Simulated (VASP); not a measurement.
H3C2N: single point with PBE+D3(BJ)

H3C2N:

```
C N H
1.0
     7.47458    0.00000    0.00000
     0.00000    7.47458    0.00000
     0.00000    0.00000    7.47458
C N H
12 6 18
Cartesian
  5.0266 5.4415 3.6668
  4.6525 6.8048 4.1657
  0.5893 2.7678 -0.2222
  1.6295 2.5824 0.7742
  6.3235 5.6349 -0.3980
  5.1023 4.8565 -0.6312
  5.5846 2.1473 2.2622
  6.2426 2.6420 3.4476
  1.4704 5.3998 3.7548
  0.6620 6.3376 3.0168
  2.3768 -0.0219 6.8181
  2.9981 -0.5106 7.9684
  4.2993 7.8720 4.4129
  2.5374 2.6270 1.5078
  4.1532 4.1996 -0.8034
  6.8353 2.8739 4.4377
  0.0702 7.1044 2.3885
  3.5313 -0.8084 8.9592
  4.9839 4.7309 4.5352
  4.3330 5.1235 2.9702
  5.9941 5.4930 3.3074
  0.9280 2.7522 -1.2219
  -0.2057 1.9314 -0.1031
  -0.0127 3.6554 -0.1404
  6.1877 6.6872 -0.7805
  6.6194 5.8394 0.6200
  7.1442 5.2777 -1.0244
  5.6002 2.9948 1.5248
  6.0776 1.2099 1.8566
  4.5633 2.1036 2.5926
  1.0574 4.4159 3.6609
  2.3397 5.4653 3.1524
  1.5456 5.6965 4.7464
  3.1474 0.6434 6.2552
  2.1621 -0.8396 6.0754
  1.4940 0.5586 6.7213
```

The cell was built by a generator and needn't be a form met in nature.

```
Program                : VASP 6.6.1
Task                   : single point
Functional             : PBE
Dispersion             : D3(BJ)
Potentials or basis    : VASP PAW PBE potentials, release 64 (C, N, H)
Cutoff                 : 520 eV
k mesh                 : 1 × 1 × 1
Occupations            : fermi-dirac, width 0.05 eV
Spin                   : no spin polarisation
Dipole correction      : no
Further INCAR settings : LREAL = Auto; ALGO = Fast; EDIFF = 1e-07; NBANDS = 72
```

```yaml
Pressure: 2.1 GPa
Largest_force: 4.367 eV/Å
Band_gap_on_the_k_mesh: 6.21 eV, direct
Dispersion_energy_per_atom: -0.057 eV
```

Forces in eV/Å, atoms in the order of the input:
```
C   -0.940  1.198  4.093
C    0.547 -2.737 -1.422
C   -1.702 -2.235  1.437
C    0.304  1.169 -0.035
C   -0.720  1.536 -1.444
C    0.544  0.099  0.639
C    0.824  1.256 -0.573
C    1.626 -0.812  1.121
C   -1.253  0.275 -2.151
C    0.171 -0.444  0.740
C    1.559  0.065 -3.942
C   -0.341  0.286  1.579
N   -0.351  1.425  0.753
N   -0.581 -0.273 -0.062
N    0.165  0.186 -0.055
N   -0.703  0.130 -1.042
N   -0.559  0.715 -0.786
N    0.050 -0.197 -0.341
H    0.139  0.541 -0.703
H   -1.314 -0.506 -1.704
H    1.884 -0.011 -0.962
H    0.733 -0.212 -1.264
H    1.190  0.969 -0.318
H    0.142  0.562  0.577
H   -0.358 -0.660  0.068
H    0.008 -0.546  0.703
H    0.104 -0.340  0.117
H    0.002 -0.744  0.139
H   -0.727  0.891  0.642
H   -0.937 -0.793 -0.360
H   -0.337 -0.867  0.113
H    1.719 -0.236 -0.043
H    0.510  0.415  1.888
H   -0.864 -0.967  0.668
H    0.564  0.302  0.691
H   -1.097  0.558  1.239
```

Stress tensor (GPa, compression positive):
```
 2.94 -1.58 -0.01
-1.58  0.40  0.13
-0.01  0.13  2.91
```

Levels at points of the mesh, in eV from the valence-band top:
| k point | band 45 | band 46 | band 47 | band 48 | band 49 | band 50 | band 51 | band 52 |
| --- | --- | --- | --- | --- | --- | --- | --- | --- |
| (0.00, 0.00, 0.00) | -0.19 | -0.15 | -0.03 | 0.00 | 6.21 | 6.38 | 6.55 | 6.64 |

It took 62 s on 1 thread of Intel(R) Xeon(R) Platinum 8488C (Sapphire Rapids), on a shared host, peak memory 0.42 GiB.

Caveat: the standard files for N, O and F lose accuracy on very short bonds. Expect the measured gap to be larger: semilocal functionals such as PBE lack the derivative discontinuity.
